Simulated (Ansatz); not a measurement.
Runs of Ansatz 0.2.0 on Pb. The structure is hexagonal, space group P6_3/mmc (No. 194). Conventional cell: a = 3.480 Å, b = 3.480 Å, c = 5.590 Å, α = 90.00°, β = 90.00°, γ = 120.00°. Pb (site symmetry -6m2) has 12 Pb at 3.44 to 3.48 Å as nearest neighbours. This isn't the form of Pb at room conditions, which is fcc.

```csv
task,level,spin,cell,k mesh,points for each segment of the path,gap on the mesh (eV),pressure (GPa),relaxed volume (Å³/atom)
band structure,LDA,"SOC, no magnetisation",as given,7 × 7 × 4,14,none,-0.7,-
band structure,PBEsol,off,as given,9 × 9 × 5,14,none,1.1,-
relaxation of cell and atoms,PBEsol,off,relaxed,9 × 9 × 5,-,none,0.0,29.81
relaxation of cell and atoms,LDA,off,relaxed,9 × 9 × 5,-,none,0.0,(a)
```

Alike in all rows: potentials or basis Ansatz PAW; cutoff (eV) 420; smearing fermi-dirac 0.05 eV.

Task: Estimate the missing entries.

Result: (a) 28.86.

Caveats: the PAW data sets come from PBE, with cores solved anew for the run's functional, which leaves a small shift of forces and pressure; the plane-wave basis is chosen anew once the cell has moved, so the energies of steps on either side of that aren't comparable (some runs); spin-orbit coupling is left out, which moves the levels of the heavy elements (some runs).

A k mesh can miss the band edges, and rows without SOC leave out spin-orbit coupling on Pb.

A gap of «none» marks a metal or a gap under the smearing width.
